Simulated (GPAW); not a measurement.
Input of a GPAW 26.7.0 run:

run.py

```python
from ase.dft.bandgap import bandgap
from ase.io import read, write
from ase.units import GPa
from gpaw import GPAW, PW

atoms = read('POSCAR')

calc = GPAW(mode=PW(600),
            xc='PBE',
            kpts={'size': (6, 6, 6), 'gamma': True},
            occupations={'name': 'fermi-dirac', 'width': 0.05},
            nbands=36,
            maxiter=120,
            txt='gpaw.txt')
atoms.calc = calc
energy = atoms.get_potential_energy()
forces = atoms.get_forces()
stress = atoms.get_stress()
calc.write('gs.gpw')
write('result.traj', atoms)
print(f'Energy: {energy:.6f} eV')
print('Forces (eV/A):')
print(forces.round(4))
print('Stress (GPa):', (stress / GPa).round(3))
print('Fermi level:', round(calc.get_fermi_level(), 4), 'eV')
print(f'Gap: {bandgap(calc)[0]:.4f} eV, direct: {bandgap(calc, direct=True)[0]:.4f} eV')
```

Contents of POSCAR:

```
BaTiO3
1.0
    3.9855000000      0.0000000000      0.0000000000
    0.0000000000      2.8369000000      2.8451500000
    0.0000000000     -2.8369000000      2.8451500000
Ba Ti O
1 1 3
Direct
    0.0000000000      0.0000000000      0.0000000000
    0.5000000000      0.5124000000      0.5124000000
    0.5000000000      0.9918400000      0.5052400000
    0.5000000000      0.5052400000      0.9918400000
    0.0000000000      0.4874000000      0.4874000000
```

Potentials or basis: GPAW PAW data sets (gpaw-data 1.2.1), pw.

Run with:

```sh
$ OMP_NUM_THREADS=1 python run.py
```

Question: Estimate the band gap on the k mesh.

Answer: 1.89 eV, indirect (least direct gap 2.09 eV).

Question: What does it give for the largest force?

Answer: 0.249 eV/Å.

Forces on the atoms (eV/Å):
```
Ba   0.000  0.000  0.156
Ti   0.000  0.000  0.122
O    0.000  0.042 -0.246
O    0.000 -0.042 -0.246
O    0.000  0.000  0.211
```

Caveat: the cutoff is short for stress and forces, so pressures can be off by a GPa or more; spin-orbit coupling is left out, which moves the levels of the heavy elements. A k mesh can miss the band edges.
